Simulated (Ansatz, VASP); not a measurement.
## Two plane-wave programs on GaN

File POSCAR:

```
GaN
1.0
    0.0000000000      2.2489525428      2.2489525428
    2.2489525428      0.0000000000      2.2489525428
    2.2489525428      2.2489525428      0.0000000000
Ga N
1 1
Direct
    0.0000000000      0.0000000000      0.0000000000
    0.2500000000      0.2500000000      0.2500000000
```

Contents of INCAR.step1:

```
SYSTEM = GaN
PREC     = Accurate       ! precision mode
ENCUT    = 520            ! plane-wave cutoff, eV
ISMEAR   = 0              ! smearing method
SIGMA    = 0.01           ! smearing width, eV
LREAL    = .FALSE.        ! projectors in reciprocal space
LASPH    = .TRUE.         ! aspherical terms in the spheres
NELM     = 80             ! most SCF steps
NBANDS   = 16             ! bands
GGA      = PE             ! functional
ALGO     = Normal         ! electronic algorithm
EDIFF    = 1E-4           ! SCF threshold, eV
LWAVE    = .TRUE.         ! write WAVECAR
LCHARG   = .FALSE.        ! write CHGCAR
```

The input INCAR.step2:

```
SYSTEM = GaN
PREC     = Accurate       ! precision mode
ENCUT    = 520            ! plane-wave cutoff, eV
EDIFF    = 1E-6           ! SCF threshold, eV
ISMEAR   = 0              ! smearing method
SIGMA    = 0.01           ! smearing width, eV
LREAL    = .FALSE.        ! projectors in reciprocal space
LASPH    = .TRUE.         ! aspherical terms in the spheres
NELM     = 80             ! most SCF steps
ALGO     = Normal         ! electronic algorithm
ISIF     = 2              ! what is computed and relaxed
LWAVE    = .FALSE.        ! write WAVECAR
LCHARG   = .FALSE.        ! write CHGCAR
METAGGA  = R2SCAN         ! meta-GGA
LMIXTAU  = .TRUE.       
NBANDS   = 16             ! bands
ISTART   = 1
```

Contents of KPOINTS:

```
Automatic mesh
0
G
  10 10 10
  0 0 0
```

Input for Ansatz:

```yaml
crystal:
  lattice:
    - [0.0, 2.2489525428, 2.2489525428]
    - [2.2489525428, 0.0, 2.2489525428]
    - [2.2489525428, 2.2489525428, 0.0]
  atoms:
    - { symbol: Ga, position: [0.0, 0.0, 0.0] }
    - { symbol: "N", position: [0.25, 0.25, 0.25] }
kpoints:
  mp_grid: { grid: [10, 10, 10] }
  band_path:
    path:
      - [0.0, 0.0, 0.0]
      - [-0.5, -0.5, 0.0]
      - [-0.375, -0.375, 0.25]
      - [-0.375, 0.0, 0.375]
      - [0.0, 0.0, 0.5]
      - [-0.5, -0.25, 0.25]
    npoints: 1
hamiltonian:
  xc: r2scan
scf:
  occupations: { method: fixed }
  n_extra_bands: 4
output:
  forces: true
  stress: true
  eigenvalues: true
```

Alike in both runs: task single point; functional r2SCAN; k mesh 10 × 10 × 10; no spin polarisation.

```csv
,VASP,Ansatz
version,VASP 6.6.1,Ansatz 0.2.0
potentials or method,"VASP PAW PBE potentials, release 64 (Ga_d, N)","plane waves, PAW"
plane-wave cutoff (eV),520,500
occupations,"gaussian, width 0.01 eV",fixed
valence electrons in the cell,18,18
```

|  | VASP | Ansatz | Ansatz less VASP |
| --- | --- | --- | --- |
| gap on the k mesh at the Fermi level (eV) | 2.16 | 2.17 | +0.009 |
| pressure (GPa) | 1.1 | 0.0 | -1.07 |

Caveats: the PAW data sets were made with another functional, which shifts forces and pressure a little (VASP). r2SCAN opens gaps a little over a GGA but as a rule still falls short of measured ones.
